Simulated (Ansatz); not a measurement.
Convergence notes, G0W0 on K2S (antifluorite)

K2S built on the antifluorite prototype, relaxed with r2SCAN; one-shot G0W0 in Ansatz without spin-orbit coupling. Spin-unpolarised throughout; all numbers are computed.

```
S K
1.0
     0.00000    3.70276    3.70276
     3.70276    0.00000    3.70276
     3.70276    3.70276    0.00000
S K
1 2
Cartesian
  0.0000 0.0000 0.0000
  1.8514 1.8514 1.8514
  5.5541 5.5541 5.5541
```

Gaps are read over the mesh points alone. G0W0 values are finite-basis, finite-mesh values.
```
 start       potentials      frequency model   mesh  empty bands  screening cutoff (eV)  Kohn-Sham gap (eV)  G0W0 gap (eV)
   PBE              PAW  contour deformation  4×4×4          230                    100                2.38           3.84
   PBE              PAW  contour deformation  4×4×4          556                    180                2.38           3.96
   PBE              PAW  contour deformation  4×4×4         1080                    260                2.38           4.00
 HSE06              PAW  contour deformation  4×4×4          556                    180                3.31           4.53
r2SCAN              PAW  contour deformation  4×4×4          556                    180                2.75           4.21
  PBE0              PAW  contour deformation  4×4×4          556                    180                4.01           4.79
   PBE              PAW     Godby-Needs pole  4×4×4          556                    180                2.38           4.01
   PBE              PAW  contour deformation  6×6×6          164                     80                2.38           3.77
   PBE  norm-conserving  contour deformation  4×4×4          556                    180                2.38           3.95
```

Over the mesh points the PBE gap of 2.38 eV becomes a quasiparticle gap of 4.00 eV (X to Γ), a change of +1.62 eV. Renormalisation factors Z lie between 0.74 and 0.82.

Raising bands and cutoff together moves the gap by +0.12 eV (100 to 180 eV), then +0.04 eV (180 to 260 eV); the last step is still large, so the basis limit isn't reached. Starting from HSE06 (3.31 eV against PBE's 2.38 eV) gives 4.53 eV, +0.57 eV from G0W0@PBE at the same screening cutoff. Starting from r2SCAN (2.75 eV against PBE's 2.38 eV) gives 4.21 eV, +0.25 eV from G0W0@PBE at the same screening cutoff. Starting from PBE0 (4.01 eV against PBE's 2.38 eV) gives 4.79 eV, +0.83 eV from G0W0@PBE at the same screening cutoff. The Godby-Needs plasmon pole differs from contour deformation by +0.05 eV. Norm-conserving potentials (wave cutoff 850 eV against 420 eV) shift the quasiparticle gap by -0.01 eV and the PBE gap by 0.00 eV. r2SCAN runs take a wave cutoff of 500 eV.
